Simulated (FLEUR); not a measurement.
Crystal: SnSe.

```
Sn Se
1.0
    11.42000    0.00000    0.00000
     0.00000    4.19000    0.00000
     0.00000    0.00000    4.46000
Sn Se
4 4
Direct
  0.87700 0.75000 0.90900
  0.62300 0.25000 0.40900
  0.37700 0.75000 0.59100
  0.12300 0.25000 0.09100
  0.64300 0.75000 0.98400
  0.85700 0.25000 0.48400
  0.14300 0.75000 0.51600
  0.35700 0.25000 0.01600
```

Base run:

* Program: FLEUR MaX-R8.1 (later development tree)
* Functional: Xalpha
* Potentials or basis: all-electron
* Basis: FLAPW
* Kmax: 4.28 1/bohr
* k mesh: 3 × 6 × 6
* Occupations: fermi-dirac, width 0.05 eV
* Spin: no spin polarisation

Its results: band gap on the k mesh 0.42 eV, indirect (least direct gap 0.62 eV).

**Question.** The run is repeated on the same cell with these changes: functional from Xalpha to MJW. What comes out?

**Answer.** Band gap on the k mesh 0.47 eV, indirect (least direct gap 0.66 eV).

Caveats: spin-orbit coupling is left out, which moves the levels of the heavy elements.

A k mesh can miss the band edges.

Not every run made on this cell is shown here.
